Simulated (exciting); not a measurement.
# Be (P6_3/mmc) in exciting: equation of state

Aim: energy against volume of Be in PBEsol, for its equilibrium volume and stiffness.

All numbers are computed with exciting (release sodium); they aren't measurements. Logs are shortened: lines on timing, memory, paths and dates and some standing lists are left out, and cuts for length are marked.

### Step 1. Starting point

The structure is hexagonal, space group P6_3/mmc (No. 194). The conventional cell has a = 2.285 Å, b = 2.285 Å, c = 3.584 Å, α = 90.00°, β = 90.00°, γ = 120.00°. Be (site symmetry -6m2) is surrounded by 12 Be at 2.23 to 2.29 Å.

### Step 2. Equation of state, PBEsol, 7.62 Å³/atom (volume scaled by 0.94)

input.xml reads:

```xml
<input>
  <title>Be</title>
  <structure speciespath="./" tshift="false">
    <crystal scale="1">
      <basevect>4.230431863042 0.000000000000 0.000000000000</basevect>
      <basevect>-2.115215931521 3.663661462465 0.000000000000</basevect>
      <basevect>0.000000000000 0.000000000000 6.634889898053</basevect>
    </crystal>
    <species speciesfile="Be.xml" rmt="1.45">
      <atom coord="0.666666666700 0.333333333300 0.750000000000"/>
      <atom coord="0.333333333300 0.666666666700 0.250000000000"/>
    </species>
  </structure>
  <groundstate do="fromscratch" ngridk="13 13 8" rgkmax="7" gmaxvr="14" lmaxapw="10" lmaxmat="10" lmaxvr="8" xctype="GGA_PBE_SOL" stype="Fermi Dirac" swidth="0.00183747" nempty="10" ValenceRelativity="iora*" epsengy="1e-05" epspot="1e-05" maxscl="60" outputlevel="normal"/>
</input>
```

Potentials or basis: all-electron LAPW+lo, shipped species files, valence relativity iora*.

On the command line:

```sh
OMP_NUM_THREADS=1 exciting_smp
```

INFO.OUT:

```text
================================================================================
EXCITING SODIUM started
[... 10 lines left out ...]

 Lattice vectors (cartesian) :
      4.2304318630      0.0000000000      0.0000000000
     -2.1152159315      3.6636614625      0.0000000000
      0.0000000000      0.0000000000      6.6348898981

 Reciprocal lattice vectors (cartesian) :
      1.4852349620      0.8575008051     -0.0000000000
      0.0000000000      1.7150016102      0.0000000000
      0.0000000000     -0.0000000000      0.9469916462

 Unit cell volume                           :     102.8332972297
 Brillouin zone volume                      :       2.4121585141

 Species :    1 (Be)
     parameters loaded from                 :    Be.xml
     name                                   :    beryllium
     nuclear charge                         :      -4.00000000
     electronic charge                      :       4.00000000
     atomic mass                            :   16428.20279000
     muffin-tin radius                      :       1.45000000
     # of radial points in muffin-tin       :     250

     atomic positions (lattice) :
       1 :   0.66666667  0.33333333  0.75000000
       2 :   0.33333333  0.66666667  0.25000000

 Total number of atoms per unit cell        :       2

 Spin treatment                             :    spin-unpolarised

 Number of Bravais lattice symmetries       :      24
 Number of crystal symmetries               :      12

 k-point grid                               :      13   13    8
 Total number of k-points                   :     147
 k-point set is reduced with crystal symmetries

 R^MT_min * |G+k|_max (rgkmax)              :       7.00000000
 Species with R^MT_min                      :       1 (Be)
 Maximum |G+k| for APW functions            :       4.82758621
 Maximum |G| for potential and density      :      14.00000000

 G-vector grid sizes                        :      20    20    30
 Total number of G-vectors                  :    4733

 Maximum angular momentum used for
     APW functions                          :      10
     computing H and O matrix elements      :      10
     potential and density                  :       8
     inner part of muffin-tin               :       2

 Total nuclear charge                       :      -8.00000000
 Total electronic charge                    :       8.00000000
 Total core charge                          :       4.00000000
 Total valence charge                       :       4.00000000

 Number of empty states                     :      10
 Total number of valence states             :      13

 Maximum Hamiltonian size                   :     216
 Maximum number of plane-waves              :     214
 Total number of local-orbitals             :       2

 Exchange-correlation type                  :      22
     PBEsol, Phys. Rev. Lett. 100, 136406 (2008)
     Generalised gradient approximation (GGA)

 Smearing scheme                            :    Fermi-Dirac
 Smearing width                             :       0.00183747

 Using multisecant Broyden potential mixing
[... 6 lines left out ...]
* Groundstate module started                                                   *
********************************************************************************
 Output level for this task is set to normal

++++++++++++++++++++++++++++++++++++++++++++++++++++++++++++++++++++++++++++++++
[... 5 lines left out ...]
+ SCF iteration number :    1                                                  +
++++++++++++++++++++++++++++++++++++++++++++++++++++++++++++++++++++++++++++++++
 Total energy                               :       -29.28330056
 _______________________________________________________________
 Fermi energy                               :         0.28376517
 Kinetic energy                             :        29.19541459
 Coulomb energy                             :       -52.82616390
 Exchange energy                            :        -5.34860052
 Correlation energy                         :        -0.30395073

 DOS at Fermi energy (states/Ha/cell)       :         2.87642416

 Electron charges :
     core                                   :         4.00000000
     core leakage                           :         0.01456696
     valence                                :         4.00000000
     interstitial                           :         3.08892234
     charge in muffin-tin spheres :
                  atom     1    Be          :         2.45553883
                  atom     2    Be          :         2.45553883
     total charge in muffin-tins            :         4.91107766
     total charge                           :         8.00000000
[... 210 lines left out ...]
 Electron charges :
     core                                   :         4.00000000
     core leakage                           :         0.01439371
     valence                                :         4.00000000
     interstitial                           :         3.08859370
     charge in muffin-tin spheres :
                  atom     1    Be          :         2.45570315
                  atom     2    Be          :         2.45570315
     total charge in muffin-tins            :         4.91140630
     total charge                           :         8.00000000

 RMS change in effective potential (target) :  0.924521E-07  ( 0.100000E-04)
 Absolute change in total energy   (target) :  0.356790E-06  ( 0.100000E-04)
 Charge distance                   (target) :  0.195067E-06  ( 0.100000E-04)

++++++++++++++++++++++++++++++++++++++++++++++++++++++++++++++++++++++++++++++++
| Convergency criteria checked for the last 2 iterations                       +
| Convergence targets achieved. Performing final SCF iteration                 +
++++++++++++++++++++++++++++++++++++++++++++++++++++++++++++++++++++++++++++++++
 Total energy                               :       -29.36225526
 _______________________________________________________________
 Fermi energy                               :         0.28173794
 Kinetic energy                             :        29.16580581
 Coulomb energy                             :       -52.87147070
 Exchange energy                            :        -5.35262555
 Correlation energy                         :        -0.30396483

 DOS at Fermi energy (states/Ha/cell)       :         2.97954297

 Electron charges :
     core                                   :         4.00000000
     core leakage                           :         0.01439371
     valence                                :         4.00000000
     interstitial                           :         3.08859370
     charge in muffin-tin spheres :
                  atom     1    Be          :         2.45570315
                  atom     2    Be          :         2.45570315
     total charge in muffin-tins            :         4.91140630
     total charge                           :         8.00000000

++++++++++++++++++++++++++++++++++++++++++++++++++++++++++++++++++++++++++++++++
[... 7 lines left out ...]

--------------------------------------------------------------------------------
- CAUTION! Warnings have been written in file WARNING.OUT !                    -
--------------------------------------------------------------------------------
================================================================================
| EXCITING SODIUM stopped                                                      =
================================================================================
```

It took 73 s on 1 thread of Arm Neoverse V2, shared host; peak memory 0.12 GiB.

Results:

| Property | Result |
| --- | --- |
| Free energy | -798.9887 eV |
| Band gap on the k mesh | none (metal or under the smearing width) |
| All electrons inside the program's atomic spheres | Be 2.46 (radii Be 1.45 bohr) |

### Step 3. Equation of state, PBEsol, 7.78 Å³/atom (volume scaled by 0.96)

input.xml: that of step 2 with these lines changed.

```diff
@@ -4,5 +4,5 @@
     <crystal scale="1">
-      <basevect>4.230431863042 0.000000000000 0.000000000000</basevect>
-      <basevect>-2.115215931521 3.663661462465 0.000000000000</basevect>
-      <basevect>0.000000000000 0.000000000000 6.634889898053</basevect>
+      <basevect>4.260224618428 0.000000000000 0.000000000000</basevect>
+      <basevect>-2.130112309214 3.689462745511 0.000000000000</basevect>
+      <basevect>0.000000000000 0.000000000000 6.681616014164</basevect>
     </crystal>
```

Potentials or basis: all-electron LAPW+lo, shipped species files, valence relativity iora*.

On the command line:

```sh
OMP_NUM_THREADS=1 exciting_smp
```

Run time: 77 s. Hardware: 1 thread of Arm Neoverse V2, shared host; peak memory 0.12 GiB.

It converged, with:

| Item | Value |
| --- | --- |
| Free energy | -798.9937 eV |
| Band gap on the k mesh | none (metal or under the smearing width) |
| All electrons inside the program's atomic spheres | Be 2.45 (radii Be 1.45 bohr) |

Caveat: the log's total energy holds no entropy term; the free energy is that total less TS from the occupations.

### Step 4. Equation of state, PBEsol, 7.94 Å³/atom (volume scaled by 0.98)

input.xml: that of step 3 with these lines changed.

```diff
@@ -4,5 +4,5 @@
     <crystal scale="1">
-      <basevect>4.260224618428 0.000000000000 0.000000000000</basevect>
-      <basevect>-2.130112309214 3.689462745511 0.000000000000</basevect>
-      <basevect>0.000000000000 0.000000000000 6.681616014164</basevect>
+      <basevect>4.289606406380 0.000000000000 0.000000000000</basevect>
+      <basevect>-2.144803203190 3.714908120184 0.000000000000</basevect>
+      <basevect>0.000000000000 0.000000000000 6.727697580788</basevect>
     </crystal>
```

On the command line:

```sh
OMP_NUM_THREADS=1 exciting_smp
```

Run time: 87 s. Hardware: 1 thread of Arm Neoverse V2, shared host; peak memory 0.12 GiB.

The run converged. Its results:

```yaml
Free_energy: -798.9934 eV
Band_gap_on_the_k_mesh: none (metal or under the smearing width)
All_electrons_inside_the_program's_atomic_spheres: Be 2.44 (radii Be 1.45 bohr)
```

Caveat: the log's total energy holds no entropy term; the free energy is that total less TS from the occupations.

### Step 5. Equation of state, PBEsol, 8.11 Å³/atom

input.xml: that of step 4 with these lines changed.

```diff
@@ -4,5 +4,5 @@
     <crystal scale="1">
-      <basevect>4.289606406380 0.000000000000 0.000000000000</basevect>
-      <basevect>-2.144803203190 3.714908120184 0.000000000000</basevect>
-      <basevect>0.000000000000 0.000000000000 6.727697580788</basevect>
+      <basevect>4.318591112607 0.000000000000 0.000000000000</basevect>
+      <basevect>-2.159295556304 3.740009612135 0.000000000000</basevect>
+      <basevect>0.000000000000 0.000000000000 6.773156375884</basevect>
     </crystal>
```

On the command line:

```sh
OMP_NUM_THREADS=1 exciting_smp
```

Run time: 80 s. Hardware: 1 thread of Arm Neoverse V2, shared host; peak memory 0.12 GiB.

It converged, with:

```yaml
Free_energy: -798.9882 eV
Band_gap_on_the_k_mesh: none (metal or under the smearing width)
All_electrons_inside_the_program's_atomic_spheres: Be 2.43 (radii Be 1.45 bohr)
```

Caveat: the log's total energy holds no entropy term; the free energy is that total less TS from the occupations.

### Step 6. Equation of state, PBEsol, 8.27 Å³/atom (volume scaled by 1.02)

input.xml: that of step 5 with these lines changed.

```diff
@@ -4,5 +4,5 @@
     <crystal scale="1">
-      <basevect>4.318591112607 0.000000000000 0.000000000000</basevect>
-      <basevect>-2.159295556304 3.740009612135 0.000000000000</basevect>
-      <basevect>0.000000000000 0.000000000000 6.773156375884</basevect>
+      <basevect>4.347191887335 0.000000000000 0.000000000000</basevect>
+      <basevect>-2.173595943667 3.764778609609 0.000000000000</basevect>
+      <basevect>0.000000000000 0.000000000000 6.818013023356</basevect>
     </crystal>
```

Potentials or basis: all-electron LAPW+lo, shipped species files, valence relativity iora*.

On the command line:

```sh
OMP_NUM_THREADS=1 exciting_smp
```

It took 82 s on 1 thread of Arm Neoverse V2, shared host; peak memory 0.12 GiB.

The run converged. Its results:

| Quantity | Value |
| --- | --- |
| Free energy | -798.9785 eV |
| Band gap on the k mesh | none (metal or under the smearing width) |
| All electrons inside the program's atomic spheres | Be 2.42 (radii Be 1.45 bohr) |

Caveat: the log's total energy holds no entropy term; the free energy is that total less TS from the occupations.

### Step 7. Equation of state, PBEsol, 8.43 Å³/atom (volume scaled by 1.04)

input.xml: that of step 6 with these lines changed.

```diff
@@ -4,5 +4,5 @@
     <crystal scale="1">
-      <basevect>4.347191887335 0.000000000000 0.000000000000</basevect>
-      <basevect>-2.173595943667 3.764778609609 0.000000000000</basevect>
-      <basevect>0.000000000000 0.000000000000 6.818013023356</basevect>
+      <basevect>4.375421197086 0.000000000000 0.000000000000</basevect>
+      <basevect>-2.187710598543 3.789225908989 0.000000000000</basevect>
+      <basevect>0.000000000000 0.000000000000 6.862287075824</basevect>
     </crystal>
```

On the command line:

```sh
OMP_NUM_THREADS=1 exciting_smp
```

Wall time 91 s (1 thread of Arm Neoverse V2, shared host); peak memory 0.12 GiB.

It converged, with:

```
Free energy                                       : -798.9647 eV
Band gap on the k mesh                            : none (metal or under the smearing width)
All electrons inside the program's atomic spheres : Be 2.42 (radii Be 1.45 bohr)
```

Caveat: the log's total energy holds no entropy term; the free energy is that total less TS from the occupations.

### Step 8. Equation of state, PBEsol, 8.59 Å³/atom (volume scaled by 1.06)

input.xml: that of step 7 with these lines changed.

```diff
@@ -4,5 +4,5 @@
     <crystal scale="1">
-      <basevect>4.375421197086 0.000000000000 0.000000000000</basevect>
-      <basevect>-2.187710598543 3.789225908989 0.000000000000</basevect>
-      <basevect>0.000000000000 0.000000000000 6.862287075824</basevect>
+      <basevect>4.403290873248 0.000000000000 0.000000000000</basevect>
+      <basevect>-2.201645436530 3.813361756559 0.000000000000</basevect>
+      <basevect>0.000000000000 0.000000000000 6.905997089073</basevect>
     </crystal>
```

On the command line:

```sh
OMP_NUM_THREADS=1 exciting_smp
```

It took 1.7 min on 1 thread of Arm Neoverse V2, shared host; peak memory 0.12 GiB.

Results (log left out):

```
Free energy                                       : -798.9470 eV
Band gap on the k mesh                            : none (metal or under the smearing width)
All electrons inside the program's atomic spheres : Be 2.41 (radii Be 1.45 bohr)
```

Caveat: the log's total energy holds no entropy term; the free energy is that total less TS from the occupations.

### Step 9. Equation of state, PBEsol

Potentials or basis: all-electron LAPW+lo, shipped species files, valence relativity iora*.

No new run: the results of the series are fitted here.

Results:

| Item | Value |
| --- | --- |
| Equilibrium volume | 7.85 Å³/atom |
| Bulk modulus at fixed shape and positions | 124 GPa |
| Pressure derivative of the bulk modulus | 3.2 |

Energy against volume, from the lowest point:
```tsv
volume (Å³/atom)	energy (meV/atom)
7.619	2.54
7.781	0.00
7.943	0.15
8.105	2.75
8.268	7.62
8.430	14.54
8.592	23.36
```

Caveat: the cell was scaled at fixed shape and fractional positions, which overstates the stiffness of a crystal with free parameters, most of all of layers and chains.
